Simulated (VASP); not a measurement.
**P: band structure with r2SCAN50**

The system is P.

```
P
1.0
     1.64774   -5.46504    0.00000
     1.64774    5.46504    0.00000
     0.00000    0.00000    4.54364
P
4
Direct
  0.90414 0.09586 0.58882
  0.09586 0.90414 0.41118
  0.59586 0.40414 0.08882
  0.40414 0.59586 0.91118
```

```yaml
Program: VASP 6.6.1
Task: band structure
Functional: r2SCAN50
Potentials_or_basis: VASP PAW PBE potentials, release 64 (P)
Cutoff: 520 eV
k_mesh: 4 × 4 × 3
Occupations: fermi-dirac, width 0.05 eV
Spin: no spin polarisation
Grid_for_exact_exchange_PRECFOCK: Normal
Exchange_at_q_=_0: default
Further_INCAR_settings: ALGO = Normal; EDIFF = 1e-06; NBANDS = 18
```

```
Pressure      : -3.3 GPa
Largest force : 0.510 eV/Å
```

Forces on the atoms (eV/Å):
```
P    0.000 -0.456  0.227
P    0.000  0.456 -0.227
P    0.000  0.456  0.227
P    0.000 -0.456 -0.227
```

Stress tensor (GPa, compression positive):
```
-2.05  0.00  0.00
 0.00 -3.84  0.00
 0.00  0.00 -3.88
```

Levels at the corners of the path, in eV from the valence-band top:
```tsv
point	band 8	band 9	band 10	band 11	band 12	band 13
Γ	-3.78	-3.50	-1.94	2.92	3.59	4.72
X	-6.49	-5.52	-5.14	3.15	3.23	3.60
X	-6.49	-5.52	-5.14	3.15	3.23	3.60
S	-4.63	-3.58	-3.58	3.12	3.12	3.90
S	-4.63	-3.58	-3.58	3.12	3.12	3.90
R	-6.38	-2.11	-2.11	4.18	4.18	6.39
R	-6.38	-2.11	-2.11	4.18	4.18	6.39
A	-5.53	-1.90	-1.90	4.32	4.32	6.16
A	-5.53	-1.90	-1.90	4.32	4.32	6.16
Z	-3.79	-1.77	-1.77	4.09	4.09	5.77
Z	-3.79	-1.77	-1.77	4.09	4.09	5.77
Γ	-3.78	-3.50	-1.94	2.92	3.59	4.72
Γ	-3.78	-3.50	-1.94	2.92	3.59	4.72
Y	-3.31	-2.35	-0.39	2.41	3.30	5.02
Y	-3.31	-2.35	-0.39	2.41	3.30	5.02
X1	-6.49	-5.52	-5.14	3.15	3.23	3.60
X1	-6.49	-5.52	-5.14	3.15	3.23	3.60
A1	-5.53	-1.90	-1.90	4.32	4.32	6.16
A1	-5.53	-1.90	-1.90	4.32	4.32	6.16
T	-3.23	-2.15	-2.15	4.05	4.05	5.20
T	-3.23	-2.15	-2.15	4.05	4.05	5.20
Y	-3.31	-2.35	-0.39	2.41	3.30	5.02
Z	-3.79	-1.77	-1.77	4.09	4.09	5.77
T	-3.23	-2.15	-2.15	4.05	4.05	5.20
```

Run time: 54 min on 1 thread of Intel(R) Xeon(R) 6975P-C (Granite Rapids) (shared host), peak memory 0.28 GiB.

Caveat: the k mesh is coarse (spacing up to 0.50 Å⁻¹), so the values aren't converged, least of all with exact exchange; an unscreened hybrid on a path of extra k points without a Coulomb cutoff has errors near the mesh points, so the bands along the path aren't reliable; the PAW data sets were made with another functional, which shifts forces and pressure a little.
